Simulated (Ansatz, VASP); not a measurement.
## One calculation of LiH, two programs

```xyz
2
Lattice="0.0000 2.0026 2.0026 2.0026 0.0000 2.0026 2.0026 2.0026 0.0000" Properties=species:S:1:pos:R:3 pbc="T T T"
Li    0.0000    0.0000    0.0000
H     2.0026    2.0026    2.0026
```

Alike in both runs: functional r2SCAN; k mesh 10 × 10 × 10; no spin polarisation.

Ansatz relaxed the structure, and its values are those at the end. VASP's run is a single point on that final structure, the one shown.

```csv
,VASP,Ansatz
version,VASP 6.6.1,Ansatz 0.2.0
potentials or method,"VASP PAW PBE potentials, release 64 (Li_sv, H)","scalar-relativistic, plane waves, PAW"
plane-wave cutoff (eV),520,500
occupations,"gaussian, width 0.01 eV",fixed
valence electrons in the cell,4,4
```

```tsv
	VASP	Ansatz	Ansatz less VASP
gap on the k mesh at the Fermi level (eV)	3.58	3.63	+0.048
least direct gap on the mesh (eV)	3.58	3.63	+0.048
```

 A k mesh can miss the band edges.
